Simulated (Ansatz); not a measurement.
Computed with DFT PBE, scalar-relativistic, plane waves, PAW (Ansatz 0.2.0). All cells share a 420 eV cutoff and Γ-centred k meshes spaced at most about 0.3 Å⁻¹ (about 0.25 or finer for metals, 2π included). No spin polarisation in the final relaxations.

All energies are static (0 K, no zero-point motion).

Compare these two cells of Al4As, each relaxed at this level.

A.

```xyz
5
Lattice="-2.9957 2.9957 2.9957 2.9957 -2.9957 2.9957 2.9957 2.9957 -2.9957" Properties=species:S:1:pos:R:3 pbc="T T T"
Al    1.4979    1.4979    1.4979
Al   -1.4979    1.4979    1.4979
Al    1.4979    1.4979   -1.4979
Al    1.4979   -1.4979    1.4979
As    0.0000    0.0000    0.0000
```

B.

```xyz
5
Lattice="-1.8881 1.8881 6.6100 1.8881 -1.8881 6.6100 1.8881 1.8881 -6.6100" Properties=species:S:1:pos:R:3 pbc="T T T"
Al    0.0000    1.8881    3.3050
Al    1.8881    0.0000    3.3050
Al    0.0000    0.0000    5.3148
Al    0.0000    0.0000    7.9052
As    0.0000    0.0000    0.0000
```

Problem. Which would you expect to be lower, and how large is the difference?

Solution. B is lower, by 207 meV/atom. A has space group Im-3m (No. 229), 21.5 Å³/atom and no gap on its mesh; B has space group I4/mmm (No. 139), 18.9 Å³/atom and no gap. Counting Al atoms around As (those within 1.25 times the shortest such distance or 1.15 times the sum of covalent radii, 1.27 where that leaves under three; the shortest distance is added where it exceeds 1.18 times the sum of covalent radii), A has As 8 and B has As 8 from 3.0 Å. The denser one is the lower, and pressure would at first widen the difference. Even the lower one lies +0.21 eV/atom against the reference forms of the elements (uncorrected), so neither is stable at this level. Both come from invented guesses.

A magnetic state wasn't ruled out in cells without spin, among them Im-3m, I4/mmm. Cells relaxed within their symmetry can be saddle points.
